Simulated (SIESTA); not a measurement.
Runs of SIESTA 5.4.2 on CdSe (Cadmoselite). The structure is hexagonal, space group P6_3mc (No. 186). The conventional cell has a = 4.300 Å, b = 4.300 Å, c = 7.020 Å, α = 90.00°, β = 90.00°, γ = 120.00°. Cd (site symmetry 3m) is surrounded by 4 Se at 2.61 to 2.70 Å. Se (site symmetry 3m) is surrounded by 4 Cd at 2.61 to 2.70 Å. 

```csv
level,potentials or basis,gap on the mesh (eV),pressure (GPa),largest force (eV/Å)
RPBE,"PseudoDojo 0.4 standard (PBE files), DZP (energy shift 0.003 Ry; two zetas on semicore shells)",1.08,(a),0.33
AM05,"PseudoDojo 0.4 standard (PBEsol files), DZP (energy shift 0.003 Ry; two zetas on semicore shells)",0.89,0.9,0.30
WC,"PseudoDojo 0.4 standard (PBEsol files), DZP (energy shift 0.003 Ry; two zetas on semicore shells)",0.78,0.4,0.31
LDA,"PseudoDojo 0.4 standard (LDA files), DZP (energy shift 0.003 Ry; two zetas on semicore shells)",0.66,-1.6,0.30
BLYP,"PseudoDojo 0.4 standard (PBE files), DZP (energy shift 0.003 Ry; two zetas on semicore shells)",0.90,5.8,0.34
PW91,"PseudoDojo 0.4 standard (PBE files), DZP (energy shift 0.003 Ry; two zetas on semicore shells)",0.89,2.9,(b)
revPBE,"PseudoDojo 0.4 standard (PBE files), DZP (energy shift 0.003 Ry; two zetas on semicore shells)",1.03,4.7,0.33
PBEsol,"PseudoDojo 0.4 standard (PBEsol files), DZP (energy shift 0.003 Ry; two zetas on semicore shells)",0.81,0.4,0.31
```

Alike in all rows: task band structure; no spin polarisation; cell as given; k mesh 7 × 7 × 4; smearing fermi-dirac 0.05 eV; grid cutoff 800 Ry; energy shift 0.003 Ry.

Question: Fill in the values left out.

Answer: (a) 5.2; (b) 0.32.

Caveats: the basis of atomic orbitals isn't converged, which shifts pressures, moduli and gaps; the potentials were made for another functional, which shifts forces and pressure (some runs).

A k mesh can miss the band edges, and the runs leave out spin-orbit coupling on Cd, Se.

Runs at the PBE level aren't shown here.
